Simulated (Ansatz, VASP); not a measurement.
# LiH in two plane-wave programs

Wanted: the spread between two codes on one cell, functional and k mesh. The cell is taken from a series of VASP runs on this material, whose earlier steps may have relaxed, scaled or displaced it; both programs get it as it stands.

Calculated with Ansatz 0.2.0; plane waves, with VASP 6.6.1 beside it; band structure at LDA, band structure at PBE and dielectric response at LDA.

### 1. Set-up

The structure is cubic, space group Fm-3m (No. 225). Conventional cell: a = 4.085 Å, b = 4.085 Å, c = 4.085 Å, α = 90.00°, β = 90.00°, γ = 90.00°. Nearest to Li lie 6 H at 2.04 Å. H has 6 Li at 2.04 Å nearest. Farther neighbours are not listed.

As a file:

```
Li H
1.0
     0.00000    2.04250    2.04250
     2.04250    0.00000    2.04250
     2.04250    2.04250    0.00000
Li H
1 1
Direct
  0.00000 0.00000 0.00000
  0.50000 0.50000 0.50000
```

### 2. VASP: band structure, LDA

Levels along a path test the potential and the projectors away from the mesh points.

Lines of VASP's logs that name or quote its potential files are left out, and so is its time.

Contents of INCAR:

```
SYSTEM = LiH
PREC = Accurate
ENCUT = 580
EDIFF = 1E-06
NELM = 100
ISMEAR = 0
SIGMA = 0.03
LREAL = .FALSE.
ALGO = Normal
GGA = CA
NBANDS = 14
LORBIT = 11
LWAVE = .FALSE.
LCHARG = .FALSE.
KPAR = 4
LASPH = .TRUE.
```

Contents of POSCAR:

```
LiH
1.0
    0.0000000000      2.0425000000      2.0425000000
    2.0425000000      0.0000000000      2.0425000000
    2.0425000000      2.0425000000      0.0000000000
Li H
1 1
Direct
    0.0000000000      0.0000000000      0.0000000000
    0.5000000000      0.5000000000      0.5000000000
```

Contents of KPOINTS:

```
Automatic mesh
0
Gamma
10 10 10
0 0 0
```

Contents of KPOINTS_OPT:

```
Line mode
10
Line-mode
Reciprocal
  0.00000000   0.00000000   0.00000000 GAMMA
  0.50000000   0.00000000   0.50000000 X

  0.50000000   0.00000000   0.50000000 X
  0.50000000   0.25000000   0.75000000 W

  0.50000000   0.25000000   0.75000000 W
  0.37500000   0.37500000   0.75000000 K

  0.37500000   0.37500000   0.75000000 K
  0.00000000   0.00000000   0.00000000 GAMMA

  0.00000000   0.00000000   0.00000000 GAMMA
  0.50000000   0.50000000   0.50000000 L

  0.50000000   0.50000000   0.50000000 L
  0.62500000   0.25000000   0.62500000 U

  0.62500000   0.25000000   0.62500000 U
  0.50000000   0.25000000   0.75000000 W

  0.50000000   0.25000000   0.75000000 W
  0.50000000   0.50000000   0.50000000 L

  0.50000000   0.50000000   0.50000000 L
  0.37500000   0.37500000   0.75000000 K

  0.62500000   0.25000000   0.62500000 U
  0.50000000   0.00000000   0.50000000 X
```

Potentials, in the order of the species: Li_sv and H (LDA family, release 64).

Run with:

```sh
> mpirun -np 4 vasp_std
```

Numbers of over 12 decimals in the logs are rounded to 6 here.

Output:

```text
[banner, memory and clock lines left out]
running    4 mpi-ranks, on    1 nodes
 distrk:  each k-point on    1 cores,    4 groups
 distr:  one band on    1 cores,    1 groups

 POSCAR found type information on POSCAR LiH
 POSCAR found :  2 types and       2 ions
 LDA part: xc-table for (Slater(with rela. corr.)+CA(PZ))
 , standard interpolation
 POSCAR, INCAR and KPOINTS ok, starting setup
 FFT: planning ... GRIDC
 FFT: planning ... GRID_SOFT
 FFT: planning ... GRID
 WAVECAR not read
 entering main loop
       N       E                     dE             d eps       ncg     rms          rms(c)
DAV:   1     0.990229913691E+00    0.99023E+00   -0.14099E+03  1316   0.274E+02
DAV:   2    -0.657275270562E+01   -0.75630E+01   -0.74628E+01  1752   0.566E+01
DAV:   3    -0.671558124633E+01   -0.14283E+00   -0.14273E+00  1662   0.632E+00
DAV:   4    -0.671604756091E+01   -0.46631E-03   -0.46631E-03  1520   0.371E-01
DAV:   5    -0.671604981984E+01   -0.22589E-05   -0.22588E-05  1660   0.243E-02    0.277E+00
DAV:   6    -0.652675487524E+01    0.18929E+00   -0.16003E-01  1652   0.754E-01    0.135E+00
DAV:   7    -0.646493537982E+01    0.61819E-01   -0.17677E-01  1708   0.875E-01    0.195E-01
DAV:   8    -0.646563216877E+01   -0.69679E-03   -0.29454E-03  1568   0.263E-01    0.393E-02
DAV:   9    -0.646558676634E+01    0.45402E-04   -0.13710E-04  1708   0.285E-02    0.466E-03
DAV:  10    -0.646558694277E+01   -0.17643E-06   -0.30137E-06  1546   0.950E-03
   1 F= -.64655869E+01 E0= -.64655869E+01  d E =-.181427E-20
 Start KPOINTS_OPT (optional k-point list driver)
k-point batch [1-47\100]
       N       E                     dE             ncg
DAV:   1    -0.394186990409E+04   -0.10708E+05     1316
DAV:   2    -0.430055603708E+04   -0.35869E+03     1824
DAV:   3    -0.430763443077E+04   -0.70784E+01     1616
DAV:   4    -0.430767545430E+04   -0.41024E-01     1604
DAV:   5    -0.430767575615E+04   -0.30185E-03     1688
DAV:   6    -0.430767575891E+04   -0.27538E-05     1564
DAV:   7    -0.430767575893E+04   -0.24189E-07     1410
[...]
k-point batch [95-100\100]
       N       E                     dE             ncg
DAV:   1     0.809288462977E+04   -0.16716E+04      168
DAV:   2     0.803166793262E+04   -0.61217E+02      262
DAV:   3     0.803085478862E+04   -0.81314E+00      250
DAV:   4     0.803085372875E+04   -0.10599E-02      204
DAV:   5     0.803085372312E+04   -0.56310E-05      242
DAV:   6     0.803085372307E+04   -0.44141E-07      210
```

From OUTCAR (step 2):

```text
ion  position               nearest neighbor table
   1  0.000  0.000  0.000-
   2  0.500  0.500  0.500-

  LATTYP: Found a face centered cubic cell.
 ALAT       =     4.0850000000

 Subroutine GETGRP returns: Found 48 space group operations
 (whereof 48 operations were pure point group operations)

The static configuration has the point symmetry O_h .

 Found     47 irreducible k-points:

   k-points           NKPTS =     47   k-points in BZ     NKDIM =     47   number of bands    NBANDS=     14

   dimension x,y,z NGX =    24 NGY =   24 NGZ =   24
   dimension x,y,z NGXF=    48 NGYF=   48 NGZF=   48

   ENCUT  =  580.0 eV  42.63 Ry    6.53 a.u.   5.67  5.67  5.67*2*pi/ulx,y,z

   NELECT =       4.0000    total number of electrons

 k-points in reciprocal lattice and weights: Automatic mesh
   0.00000000  0.00000000  0.00000000       0.001
   0.10000000  0.00000000  0.00000000       0.008
   0.20000000  0.00000000  0.00000000       0.008
   0.30000000  0.00000000  0.00000000       0.008
   0.40000000  0.00000000  0.00000000       0.008
   0.50000000  0.00000000  0.00000000       0.004
   0.10000000  0.10000000  0.00000000       0.006
   0.20000000  0.10000000  0.00000000       0.024
   0.30000000  0.10000000  0.00000000       0.024
[...]
-0.30000000  0.40000000  0.20000000       0.024
  -0.30000000  0.50000000  0.20000000       0.012

 average (electrostatic) potential at core
       1 -66.3669       2 -33.7473

 E-fermi :   0.1231

 k-point     1 :       0.0000    0.0000    0.0000
  band No.  band energies     occupation
      1     -43.5746      2.00000
      2      -5.4066      2.00000
      3      15.3388      0.00000
      4      16.7865      0.00000
      5      16.7865      0.00000
      6      16.7865      0.00000
      7      21.5115      0.00000
    ...

 k-point     2 :       0.1000    0.0000    0.0000
  band No.  band energies     occupation
      1     -43.5705      2.00000
      2      -5.2348      2.00000
      3      13.8417      0.00000
      4      15.9788      0.00000
      5      16.4275      0.00000
      6      16.4275      0.00000
      7      20.9597      0.00000
    ...

 k-point     3 :       0.2000    0.0000    0.0000
  band No.  band energies     occupation
      1     -43.5601      2.00000
      2      -4.7321      2.00000
      3      10.6789      0.00000
      4      14.8386      0.00000
      5      15.8355      0.00000
      6      15.8355      0.00000
      7      21.7261      0.00000
    ...

  Total       -0.4725657     -0.4725657     -0.4725657     -0.0000000     -0.0000000      0.0000000
  in kB      -44.4279839    -44.4279839    -44.4279839     -0.0000000     -0.0000000      0.0000000
  external PRESSURE =     -44.4279839 kB  Pullay stress =       0.0000000 kB

  energy-cutoff  :      580.00
  volume of cell :       17.04
      direct lattice vectors                 reciprocal lattice vectors
     0.000000000  2.042500000  2.042500000    -0.244798042  0.244798042  0.244798042
     2.042500000  0.000000000  2.042500000     0.244798042 -0.244798042  0.244798042
     2.042500000  2.042500000  0.000000000     0.244798042  0.244798042 -0.244798042

 POSITION                                       TOTAL-FORCE (eV/Angst)
 -----------------------------------------------------------------------------------
      0.00000      0.00000      0.00000         0.000000      0.000000      0.000000
      2.04250      2.04250      2.04250        -0.000000     -0.000000     -0.000000
 -----------------------------------------------------------------------------------
    total drift:                                0.000000     -0.000000     -0.000000

  FREE ENERGIE OF THE ION-ELECTRON SYSTEM (eV)
  ---------------------------------------------------
  free  energy   TOTEN  =        -6.4655869428 eV

  energy  without entropy=       -6.4655869428  energy(sigma->0) =       -6.46558694

 total charge
# of ion       s       p       d       tot
------------------------------------------
    1        2.018   0.073   0.000   2.091
    2        0.514   0.002   0.000   0.516
--------------------------------------------------
tot          2.532   0.075   0.000   2.607

[... 3 further parts left out ...]
```

The run ends at a pressure of -4.44 GPa.

### 3. Ansatz: band structure, LDA

Ansatz runs on its default PAW (the set named soft_2) files.

The same cell, functional (in two slightly different forms), mesh and smearing now go to Ansatz, which takes its cutoff from its data sets.

Contents of input.yaml:

```yaml
crystal:
  lattice:
    - [0.0, 2.0425, 2.0425]
    - [2.0425, 0.0, 2.0425]
    - [2.0425, 2.0425, 0.0]
  atoms:
    - { symbol: Li, position: [0.0, 0.0, 0.0] }
    - { symbol: H, position: [0.5, 0.5, 0.5] }
hamiltonian:
  xc: lda
  pseudopotentials: { kind: paw }
kpoints:
  mp_grid: { grid: [10, 10, 10] }
  band_path:
    path:
      - [0.0, 0.0, 0.0]
      - [0.16667, 0.0, 0.16667]
      - [0.33333, 0.0, 0.33333]
      - [0.5, 0.0, 0.5]
      - [0.5, 0.08333, 0.58333]
      - [0.5, 0.19444, 0.69444]
      - [0.5, 0.25, 0.75]
      - [0.45833, 0.29167, 0.75]
      - [0.40278, 0.34722, 0.75]
      - [0.375, 0.375, 0.75]
      - [0.20833, 0.20833, 0.41667]
      - [0.08333, 0.08333, 0.16667]
      - [0.0, 0.0, 0.0]
      - [0.22222, 0.22222, 0.22222]
      - [0.38889, 0.38889, 0.38889]
      - [0.51389, 0.47222, 0.51389]
      - [0.55556, 0.38889, 0.55556]
      - [0.61111, 0.27778, 0.61111]
      - [0.61111, 0.25, 0.63889]
      - [0.56944, 0.25, 0.68056]
      - [0.51389, 0.25, 0.73611]
      - [0.5, 0.27778, 0.72222]
      - [0.5, 0.38889, 0.61111]
      - [0.5, 0.47222, 0.52778]
      - [0.48611, 0.48611, 0.52778]
      - [0.43056, 0.43056, 0.63889]
      - [0.38889, 0.38889, 0.72222]
      - [0.59722, 0.19444, 0.59722]
      - [0.55556, 0.11111, 0.55556]
      - [0.5, 0.0, 0.5]
    npoints: 1
scf:
  occupations: { method: gaussian, width: 0.03 }
  n_extra_bands: 7
output:
  forces: true
  stress: true
  eigenvalues: true
  write_density: true
  write_potential: true
  elf: true
  volumetric_format: npy
```

Run with:

```sh
> ansatz run input.yaml --threads 2 --pin off --max-ram 4608MiB --backend cpu --events-out ev --progress --plain --runs-dir out
```

Output:

```text
scf.n_extra_bands = 7 over 2 filled bands (N_el = 4.0): the run solves 9 bands
Engine: ansatz 0.2.0, aarch64-unknown-linux-gnu
Pseudopotentials: kind: paw
Pseudopotential: Li, paw, valence charge 3, recommended cutoff 420 eV (normal), Li.paw.azcp
Pseudopotential: H, paw, valence charge 1, recommended cutoff 420 eV (normal), H.paw.azcp
Functional definition: SPW92
  exchange = slater_x
  correlation = pw_c
Crystal: 2 atoms, lattice volume = 17.042 Å³
Basis set: ecut = 420 eV, 331 PW (Γ)
Bands: 9, of which v1, the nominal top of the filled ones, is band 2 counted from 1 (1 counted from 0)
Symmetry: 48 space group operations
Space group: Fm-3m (ITA 225), of the structure as read, at distance tolerance 2.6e-5 Å
k-points: 47 of 1000
Non-local potential: Li, projectors of the file, l = 0: 3, l = 1: 2, l = 2: 1
Non-local potential: H, projectors of the file, l = 0: 2, l = 1: 1
PAW form: soft (Blöchl's): semilocal exchange-correlation on the pseudo side does not see the compensation charge
PAW one-centre angular grid: Li, 110 points (default); XC on 64 Gauss nodes
PAW one-centre angular grid: H, 110 points (default); XC on 64 Gauss nodes
Initial density: superposition of atomic densities (neutral atoms: chi_scale 0, normalization atom), corrected by the library's trained network
Initial wavefunctions: pseudopotential atomic-orbital guess
Functional: x = slater, c = lda
SCF iter   1: F=—  HF=-218.193757 eV  |F-HF|=—  |Δ(HF+E_count)|=         —  Δρ=1.21e-2  dr2=1.65e-2  ethr=1.77e-3  ⟨swp⟩=4.0  Hψ=2583  notcnv=0  defer=28
preconditioner: auto → none  [insulator: Δε(μ)=2.526 eV  Ē_g=18.729 eV  σ=0.030 eV  W_gap=1.00  n_scr=0 (ndim 8)  ℏωp=12.7 eV  f_vac=0.000  D(μ)=0.00/eV (n_scr^D=0)  ε∞_Penn≈1.5]
SCF iter   2: F=—  HF=-218.184632 eV  |F-HF|=—  |Δ(HF+E_count)|=   9.12e-3  Δρ=4.08e-3  dr2=1.71e-3  ethr=4.11e-4  ⟨swp⟩=2.0  Hψ=867  notcnv=0  defer=61
SCF iter   3: F=—  HF=-218.183305 eV  |F-HF|=—  |Δ(HF+E_count)|=   1.33e-3  Δρ=1.61e-4  dr2=2.14e-6  ethr=4.27e-5  ⟨swp⟩=2.4  Hψ=548  notcnv=0  defer=106
SCF iter   4: F=—  HF=-218.183304 eV  |F-HF|=—  |Δ(HF+E_count)|=   1.27e-6  Δρ=1.84e-5  dr2=4.22e-8  ethr=5.34e-8  ⟨swp⟩=2.8  Hψ=392  notcnv=0  defer=106
iter 5 did not close the SCF: its close was put off for the readings that it lacked (scf_convergence_deferred on its scf_iter line)
SCF iter   5: F=-218.183304 eV  HF=-218.183304 eV  |F-HF|=6.64e-11  |Δ(HF+E_count)|=   2.83e-8  Δρ=2.80e-6  dr2=1.07e-9  ethr=1.06e-9  ⟨swp⟩=1.0  Hψ=308  notcnv=0  defer=106
SCF iter   6: F=-218.183304 eV  HF=-218.183304 eV  |F-HF|=1.99e-13  |Δ(HF+E_count)|=  8.65e-11  Δρ=8.89e-8  dr2=5.25e-13  ethr=2.66e-11  ⟨swp⟩=6.0  Hψ=1938  notcnv=0
SCF 1 converged in 6 iterations: F = -218.183304 eV  dr2 = 5.25e-13
  greatest PAW one-centre occupation: 1.000 electrons in one spin orbital (limit 2), on the Li atom at site 0 (counted from 0), in its partial waves of l = 0
NSCF: frozen V_eff on 30 k-points
SCF converged after 6 iterations
Free energy (F): -218.183304 eV
Harris-Foulkes:  -218.183304 eV  (|F-HF|=1.99e-13)
Internal energy: -218.183304 eV  (E = F + TS)
E sigma→0 (E₀):  -218.183304 eV
Fermi energy:    1.757215 eV
--- Per-component energies (eV) ---
  E_band       = -89.809501
  E_kinetic    = 34.957669
  E_local      = -125.717680  (includes V_loc(G=0)·N_el)
  E_nonlocal   = -31.709640
  E_hartree    = 35.071771
  E_xc         = -19.512316
  E_vxc        = -25.451691  (∫ρ·V_xc dr)
  E_paw        = -18.939863  (= ΣΔE_a)
  E_vpaw       = -12.030710  (= ΣTr[D̂ρ^β])
  E_aug_tail   = -0.000994  (compensation charges beyond the density's cutoff)
  E_ewald      = -92.332251
  E_smearing   = -0.000000  (= −TS)
  E_closure    = 0.000000  (closes the sum)
  Σ components = -218.183304   (vs F -218.183304, Δ=0.00e0)
--- Forces (eV/Å), atoms counted from 1 ---
  atom   1  Li    -0.00000000     0.00000000    -0.00000000
  atom   2  H      0.00000000    -0.00000000     0.00000000
  max |Σ_I F_I| component: 7.85e-31 eV/Å
--- Stress (GPa, compression-positive) ---
       -4.303558      -0.000000       0.000000
        0.000000      -4.303558       0.000000
        0.000000      -0.000000      -4.303558
  P = ⅓ Tr σ = -4.3036 GPa (-43.036 kbar)
--- Band table (eV; the first three rows and the last of 47) ---
  k-point 0: bands = ["-43.0538", "-4.9207", "15.8356", "17.2704", "17.2704", "17.2704", "21.9967", "21.9967", "21.9967"]
  k-point 1: bands = ["-43.0498", "-4.7488", "14.3334", "16.4680", "16.9123", "16.9123", "21.4459", "22.7725", "22.7725"]
  k-point 2: bands = ["-43.0392", "-4.2453", "11.1675", "15.3287", "16.3212", "16.3212", "22.2160", "22.5779", "22.5779"]
  k-point 46: bands = ["-42.9984", "0.2204", "4.4979", "6.2405", "11.3780", "17.0116", "20.8998", "26.1373", "27.5773"]
```

It took 0.93 s on 2 threads of Arm Neoverse N1, shared host; peak memory 0.24 GiB; 1.3 s of CPU time.

### 4. Side by side

Known differences besides the potentials themselves: the two LDA forms differ slightly; the cutoff is 420 eV in Ansatz and 580 eV in VASP; VASP's log shows a relativistic correction to its local exchange, Ansatz's none. Total energies have different zeros and are not compared.

Compared:

| quantity | Ansatz | VASP | difference |
| --- | --- | --- | --- |
| pressure (GPa) | -4.30 | -4.44 | +0.14 |
| pressure without Ansatz's Pulay correction (GPa) | -4.40 | -4.44 | +0.04 |
| gap over the path points (eV) | 2.663 | 2.656 | +0.007 |

Levels at points of the path, from each program's valence-band top (eV; 1 filled, then empty):

```csv
k (reciprocal lattice),Ansatz,VASP
0.000 0.000 0.000,-5.35 15.41 16.84,-5.34 15.40 16.85
0.167 0.000 0.167,-4.70 12.63 13.85,-4.70 12.62 13.85
0.333 0.000 0.333,-2.66 6.96 11.09,-2.66 6.96 11.08
0.500 0.000 0.500,0.00 2.66 10.13,0.00 2.66 10.13
0.500 0.083 0.583,-0.06 2.91 8.59,-0.06 2.90 8.59
0.500 0.194 0.694,-0.20 4.00 5.93,-0.20 3.99 5.92
0.500 0.250 0.750,-0.23 4.86 4.86,-0.23 4.85 4.85
0.458 0.292 0.750,-0.32 4.25 5.76,-0.32 4.25 5.76
0.403 0.347 0.750,-0.49 3.82 6.90,-0.49 3.81 6.89
0.375 0.375 0.750,-0.51 3.77 7.08,-0.52 3.76 7.08
```

Among the levels compared at these points, filled levels agree within 4 meV and empty ones within 9 meV. Ansatz's pressure holds a Pulay correction of 0.09 GPa; VASP's holds none.

### 5. What the set-up changes

Further runs change the set-up of one program: Ansatz's method, potentials or start, or VASP's data sets, cutoff or form of LDA. The table gives Ansatz less VASP for each quantity, since a change that brings one quantity closer may part another.

```csv
run,pressure (GPa),gap over the path points (eV)
as above,0.14,0.0071
Ansatz's all-electron LAPW method,0.16,0.0092
```

### 6. Ansatz: band structure, PBE

Levels along a path test the potential and the projectors away from the mesh points.

The cell is taken from a series of VASP runs on this material, whose earlier steps may have relaxed, scaled or displaced it; both programs get it as it stands.

Changes to input.yaml since step 3:

```diff
@@ -9,3 +9,3 @@
 hamiltonian:
-  xc: lda
+  xc: pbe
   pseudopotentials: { kind: paw }
@@ -53,5 +53 @@
   eigenvalues: true
-  write_density: true
-  write_potential: true
-  elf: true
-  volumetric_format: npy
```

Output:

```text
[...]
Crystal: 2 atoms, lattice volume = 17.042 Å³
Basis set: ecut = 420 eV, 331 PW (Γ), exchange–correlation on 40×40×40 points (8 copies of the dense FFT grid, shifted against one another)
Bands: 9, of which v1, the nominal top of the filled ones, is band 2 counted from 1 (1 counted from 0)
Symmetry: 48 space group operations
[...]
k-points: 47 of 1000
[...]
Free energy (F): -221.385807 eV
[...]
Internal energy: -221.385807 eV  (E = F + TS)
E sigma→0 (E₀):  -221.385807 eV
Fermi energy:    1.954448 eV
[...]
--- Stress (GPa, compression-positive) ---
       -1.909163       0.000000      -0.000000
       -0.000000      -1.909163       0.000000
       -0.000000      -0.000000      -1.909163
  P = ⅓ Tr σ = -1.9092 GPa (-19.092 kbar)
--- Band table (eV; the first three rows and the last of 47) ---
[...]
[key lines of the parts left out:]
SCF converged after 6 iterations
```

Run time: 0.94 s. Hardware: 2 threads; peak memory 0.23 GiB.

(Continued in part 2 of 2.)

[Lines on the potential files, build, host, timing and source positions are cut from VASP's logs without a mark.]

[Logs are printed without paths, hosts, clocks, repeated set-up lines and the standing remarks that a program may print on its own settings, such as how far it seeks lower states.]

[Hosts, paths, dates, database ids (printed as entryN), source tags and the programs' standing remarks are cut or masked in the printed files.]
